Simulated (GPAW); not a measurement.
# CaF2 (Fluorite) (Fm-3m) in GPAW: single point with LDA

Aim: the single point of CaF2 (Fluorite) with LDA.

Everything below comes from runs of GPAW 26.7.0. Logs are shortened: lines on timing, memory, paths and dates and some standing lists are left out, and cuts for length are marked. The log counts tension as positive stress, the text compression.

**1. The crystal as given**

Symmetry: Fm-3m, No. 225, cubic system. The conventional cell has a = 5.462 Å, b = 5.462 Å, c = 5.462 Å, α = 90.00°, β = 90.00°, γ = 90.00°. Ca (site symmetry m-3m) has 8 F at 2.37 Å as nearest neighbours. Around F (site symmetry -43m) lie 4 Ca at 2.37 Å.

**2. Single point, LDA**

The input, run.py:

```python
from ase.dft.bandgap import bandgap
from ase.io import read, write
from ase.units import GPa
from gpaw import GPAW, PW

atoms = read('CaF2.xyz')

calc = GPAW(mode=PW(550),
            xc='LDA',
            kpts={'size': (7, 7, 7), 'gamma': True},
            occupations={'name': 'fermi-dirac', 'width': 0.05},
            setups={'F': 'v2'},
            nbands=-10,
            maxiter=120,
            txt='gpaw.txt')
atoms.calc = calc
energy = atoms.get_potential_energy()
forces = atoms.get_forces()
stress = atoms.get_stress()
calc.write('gs.gpw')
write('result.traj', atoms)
print(f'Energy: {energy:.6f} eV')
print('Forces (eV/A):')
print(forces.round(4))
print('Stress (GPa):', (stress / GPa).round(3))
print('Fermi level:', round(calc.get_fermi_level(), 4), 'eV')
print(f'Gap: {bandgap(calc)[0]:.4f} eV, direct: {bandgap(calc, direct=True)[0]:.4f} eV')
```

The input, CaF2.xyz:

```xyz
3
Lattice="0.0000000000 2.7310000000 2.7310000000 2.7310000000 0.0000000000 2.7310000000 2.7310000000 2.7310000000 0.0000000000" Properties=species:S:1:pos:R:3 pbc="T T T"
Ca     0.0000000000      0.0000000000      0.0000000000
F      4.0965000000      4.0965000000      4.0965000000
F      1.3655000000      1.3655000000      1.3655000000
```

Potentials or basis: the program's PAW data sets (release 1.2.1) made for this functional, newer versions, pw.

Started as:

```console
$ OMP_NUM_THREADS=1 python run.py
```

gpaw.txt:

```text
__  _  _
 | _ |_)|_||  |
 |__||  | ||/\| - 26.7.0

Input parameters:
  mode=PW(ecut=550.0),
  kpts=MonkhorstPack(size=(7, 7, 7), gamma=True),
  maxiter=120,
  nbands=-10,
  occupations=Occupations(name='fermi-dirac', width=0.05),
  setups={'F': 'v2'},
  xc=XC(name='LDA')

Diagonalizing LCAO Hamiltonian
Converting LCAO to pw mode

                    F

           F

       Ca

Atoms  # Å, Bohr magnetons
|   | symbol |        x |        y |        z |    initial magnetic moments |
|---|--------|----------|----------|----------|-----------------------------|
| 0 |     Ca | 0.000000 | 0.000000 | 0.000000 | ( 0.0000,  0.0000,  0.0000) |
| 1 |      F | 4.096500 | 4.096500 | 4.096500 | ( 0.0000,  0.0000,  0.0000) |
| 2 |      F | 1.365500 | 1.365500 | 1.365500 | ( 0.0000,  0.0000,  0.0000) |

Unit cell  # Å
| periodic |        x |        y |        z |  lengths |    angles |
|----------|----------|----------|----------|----------|-----------|
|      yes | 0.000000 | 2.731000 | 2.731000 | 3.862217 | 60.000000 |
|      yes | 2.731000 | 0.000000 | 2.731000 | 3.862217 | 60.000000 |
|      yes | 2.731000 | 2.731000 | 0.000000 | 3.862217 | 60.000000 |

Number of symmetries: 48
Symmetry operations  # r_c * U_cc + t_c -> r_c
|    | kind |            matrix            |
|----|------|------------------------------|
|  0 |  σ   |  1, 0, 0,  1, 0,-1,  1,-1, 0 |
|  1 |  C2  |  1, 0, 0,  1,-1, 0,  1, 0,-1 |
|  2 |  E   |  1, 0, 0,  0, 1, 0,  0, 0, 1 |
|  3 |  σ   |  1, 0, 0,  0, 0, 1,  0, 1, 0 |
|  4 |  C4  |  1, 0,-1,  1, 0, 0,  1,-1, 0 |
|  5 |  S6  |  1, 0,-1,  1,-1, 0,  1, 0, 0 |
|  6 |  σ   |  1, 0,-1,  0, 1,-1,  0, 0,-1 |
|  7 |  C3  |  1, 0,-1,  0, 0,-1,  0, 1,-1 |
|  8 |  S6  |  1,-1, 0,  1, 0, 0,  1, 0,-1 |
|  9 |  C4  |  1,-1, 0,  1, 0,-1,  1, 0, 0 |
| 10 |  C3  |  1,-1, 0,  0,-1, 1,  0,-1, 0 |
| 11 |  σ   |  1,-1, 0,  0,-1, 0,  0,-1, 1 |
| 12 |  σ   |  0, 1, 0,  1, 0, 0,  0, 0, 1 |
| 13 |  C4  |  0, 1, 0,  0, 1,-1, -1, 1, 0 |
| 14 |  C3  |  0, 1, 0,  0, 0, 1,  1, 0, 0 |
| 15 |  S6  |  0, 1, 0, -1, 1, 0,  0, 1,-1 |
| 16 |  C2  |  0, 1,-1,  1, 0,-1,  0, 0,-1 |
| 17 |  σ   |  0, 1,-1,  0, 1, 0, -1, 1, 0 |
| 18 |  S4  |  0, 1,-1,  0, 0,-1,  1, 0,-1 |
| 19 |  C4  |  0, 1,-1, -1, 1, 0,  0, 1, 0 |
| 20 |  C3  |  0, 0, 1,  1, 0, 0,  0, 1, 0 |
| 21 |  σ   |  0, 0, 1,  0, 1, 0,  1, 0, 0 |
| 22 |  S6  |  0, 0, 1,  0,-1, 1, -1, 0, 1 |
| 23 |  C4  |  0, 0, 1, -1, 0, 1,  0,-1, 1 |
| 24 |  S4  |  0, 0,-1,  1, 0,-1,  0, 1,-1 |
| 25 |  C3  |  0, 0,-1,  0, 1,-1,  1, 0,-1 |
| 26 |  C2  |  0, 0,-1,  0,-1, 0, -1, 0, 0 |
| 27 |  S6  |  0, 0,-1, -1, 0, 0,  0,-1, 0 |
| 28 |  S4  |  0,-1, 1,  1,-1, 0,  0,-1, 0 |
| 29 |  C4  |  0,-1, 1,  0, 0, 1, -1, 0, 1 |
| 30 |  C2  |  0,-1, 1,  0,-1, 0,  1,-1, 0 |
| 31 |  σ   |  0,-1, 1, -1, 0, 1,  0, 0, 1 |
| 32 |  C3  |  0,-1, 0,  1,-1, 0,  0,-1, 1 |
| 33 |  S6  |  0,-1, 0,  0, 0,-1, -1, 0, 0 |
| 34 |  S4  |  0,-1, 0,  0,-1, 1,  1,-1, 0 |
| 35 |  C2  |  0,-1, 0, -1, 0, 0,  0, 0,-1 |
| 36 |  C2  | -1, 1, 0,  0, 1, 0,  0, 1,-1 |
| 37 |  S6  | -1, 1, 0,  0, 1,-1,  0, 1, 0 |
| 38 |  S4  | -1, 1, 0, -1, 0, 1, -1, 0, 0 |
| 39 |  C3  | -1, 1, 0, -1, 0, 0, -1, 0, 1 |
| 40 |  S6  | -1, 0, 1,  0, 0, 1,  0,-1, 1 |
| 41 |  C2  | -1, 0, 1,  0,-1, 1,  0, 0, 1 |
| 42 |  C3  | -1, 0, 1, -1, 1, 0, -1, 0, 0 |
| 43 |  S4  | -1, 0, 1, -1, 0, 0, -1, 1, 0 |
| 44 |  C2  | -1, 0, 0,  0, 0,-1,  0,-1, 0 |
| 45 |  i   | -1, 0, 0,  0,-1, 0,  0, 0,-1 |
| 46 |  σ   | -1, 0, 0, -1, 1, 0, -1, 0, 1 |
| 47 |  C2  | -1, 0, 0, -1, 0, 1, -1, 1, 0 |

BZ-sampling:
  Number of BZ points: 343
  Number of IBZ points: 20

  Monkhorst-Pack size: [7, 7, 7]
  Monkhorst-Pack shift: [0, 0, 0]

K-points  # in reciprocal-cell coordinates
|     |                                coordinates |     weight |
|-----|--------------------------------------------|------------|
|   0 | (  0.00000000,   0.00000000,   0.00000000) | 0.00291545 |
|   1 | (  0.14285714,   0.14285714,   0.00000000) | 0.01749271 |
|   2 | (  0.14285714,   0.14285714,   0.14285714) | 0.02332362 |
|   3 | (  0.28571429,   0.14285714,   0.14285714) | 0.03498542 |
|   4 | (  0.28571429,   0.28571429,   0.00000000) | 0.01749271 |
|   5 | (  0.28571429,   0.28571429,   0.14285714) | 0.06997085 |
|   6 | (  0.28571429,   0.28571429,   0.28571429) | 0.02332362 |
|   7 | (  0.42857143,  -0.28571429,  -0.28571429) | 0.03498542 |
|   8 | (  0.42857143,   0.28571429,  -0.42857143) | 0.13994169 |
|   9 | (  0.42857143,   0.28571429,  -0.28571429) | 0.06997085 |
| ... |                                            |            |
|  19 | (  0.42857143,   0.42857143,   0.42857143) | 0.02332362 |

Plane wave coefficients: 1243
Cutoff: 550.0 eV

Spin-components: 1 (collinear spins)
Bands:           22
Projectors:      15
Spin-degeneracy: 2
Datatype:        complex128

Parallelization:
  kpt:    1
  domain: 1
  band:   1

Density:
  Valence electrons: 24.0
  Components: 1
  Grid points: [21 21 21]
  Charge: 0.0  # |e|

Potential:
  Grid points: [21 21 21]

species:
  Ca:
    name:    Calcium
    Z:       20.0
    valence: 10
    core:    10
    charge:  0.0  # [|e|]
    compensation charges:
      type: gauss
      rc: 0.37  # [Å]
      lmax: 2
    cutoffs:
      filter: 2.10  # [Å]
      core: 1.17  # [Å]
    projectors
    | kind |    occ | energy [eV] | rcut [Å] |
    |------|--------|-------------|----------|
    |   3s |  2.000 |     -46.826 |    1.175 |
    |   4s |  2.000 |      -3.864 |    1.175 |
    |   3p |  6.000 |     -27.986 |    1.154 |
    |    p |        |      -0.774 |    1.154 |
    |    d |        |       0.000 |    0.937 |

    Using partial waves for Ca as LCAO basis

  F:
    name:    Fluorine
    Z:       9.0
    valence: 7
    core:    2
    charge:  0.0  # [|e|]
    compensation charges:
      type: gauss
      rc: 0.19  # [Å]
      lmax: 2
    cutoffs:
      filter: 0.74  # [Å]
      core: 0.75  # [Å]
    projectors
    | kind |    occ | energy [eV] | rcut [Å] |
    |------|--------|-------------|----------|
    |   2s |  2.000 |     -29.649 |    0.635 |
    |   2p |  5.000 |     -11.295 |    0.741 |
    |    s |        |      -2.437 |    0.635 |
    |    p |        |      15.916 |    0.741 |
    |    d |        |       0.000 |    0.741 |

    Using partial waves for F as LCAO basis

Reference energy: -23864.501849  # eV

eigensolver:
  PPCG
  Converge bands: occupied
  niter=2

density mixing:
  MSR1-Mixer
  Pratt-step length: 0.05
  Maximum mixing coefficient: 0.75
  Old densities: 10
  SVD Regularization: 0.005
  Good broyden scale: 1.0
  Trust region scale: 1.0
  Backstep threshold: 4.0
  History deletion threshold: 6.0
  Fourier metric: weight=20.0, sigma=0.015

occupation numbers:
  Fermi-Dirac:
    width: 0.0500  # eV

poisson solver:
  ecut: 4400.0  # eV

xc functional:
  name: None

convergence criteria:
- Maximum [total energy] change in last 3 cyles: 0.0005 eV / valence electron
- Maximum integral of absolute [dens]ity change: 0.0001 electrons / valence electron
- Maximum integral of absolute [eigenst]ate change: 4e-08 eV^2 / valence electron
maximum number of iterations: 120

SCF iterations
|iter     | |      energy | eigst |  dens |
|---------|-|-------------|-------|-------|
|iter:   1| |  -19.501985 | +0.38 |       |
|iter:   2| |  -19.321150 | -1.41 | -1.15 |
|iter:   3| |  -18.741389 | -1.07 | -1.19 |
|iter:   4| |  -18.730205 | -3.47 | -1.64 |
|iter:   5| |  -18.730765c| -4.05 | -1.92 |
|iter:   6| |  -18.730790c| -5.33 | -3.01 |
|iter:   7| |  -18.730799c| -6.42 | -3.31 |
|iter:   8| |  -18.730799c| -8.77c| -4.66c|

Converged in 8 steps
Energy contributions relative to reference atoms: (reference = -23864.501849)

Energy contributions:
  Kinetic:          13.577944
  Coulomb:         -13.110809
  Zero:              0.149377
  External:          0.000000
  Xc:              -19.347311
  Entropy:          -0.000000
  Spinorbit:         0.000000
  ----------------------------
  Free energy:     -18.730799
  Extrapolated:    -18.730799

dipole moment: (-18.080865, -18.080865, -18.080865)  # |e|*Ang

Fermi level: 2.902
Eigenvalues  # (at kpt = [0.000, 0.000, 0.000])
| band index |      eig [eV] | occ [0-2] |
|------------|---------------|-----------|
|          0 |       -34.997 |     2.000 |
|        ... |               |           |
|          4 |       -16.213 |     2.000 |
|          5 |       -16.213 |     2.000 |
|          6 |        -1.634 |     2.000 |
|          7 |        -1.634 |     2.000 |
|          8 |        -1.634 |     2.000 |
|          9 |         0.258 |     2.000 |
[... 8 lines left out ...]
|         18 |        16.987 |     0.000 |
|         19 |        16.987 |     0.000 |
|        ... |               |           |
|         21 |        22.843 |     0.000 |

Gap: 6.918 eV
Transition (v -> c):
  (s=0, k=15, n=11, [0.43, 0.43, -0.14]) -> (s=0, k=0, n=12, [0.00, 0.00, 0.00])
Direct/indirect transitions are different
Direct gap: 7.153 eV
Transition at: (s=0, k=0, n=11, [0.00, 0.00, 0.00])

Forces  # eV/Ang
|       x |        y |        z |
|---------|----------|----------|
| 0.00000 | -0.00000 | -0.00000 |  # Ca   0
| 0.00000 |  0.00000 |  0.00000 |  # F    1
| 0.00000 | -0.00000 |  0.00000 |  # F    2

Stress tensor  # eV/Ang^3
|         x |         y |        z |
|-----------|-----------|----------|
|  0.051467 | -0.000000 | 0.000000 |
| -0.000000 |  0.051467 | 0.000000 |
|  0.000000 |  0.000000 | 0.051467 |

# Writing to gs.gpw (mode='')
```

Wall time 13 s (1 thread of Arm Neoverse V1, shared host); peak memory 0.14 GiB.

The run converged, but some of its settings lie outside the range that counts as converged, so its numbers aren't taken as properties of the crystal.

What came out:

| Quantity | Value |
| --- | --- |
| Free energy | -18.7308 eV |
| Pressure | -8.2 GPa |
| Band gap on the k mesh | 6.92 eV, indirect (least direct gap 7.15 eV) |

Caveat: the cutoff is short for stress and forces, so pressures can be off by a GPa or more; an odd mesh through Γ misses points on the zone boundary, where band edges often lie.
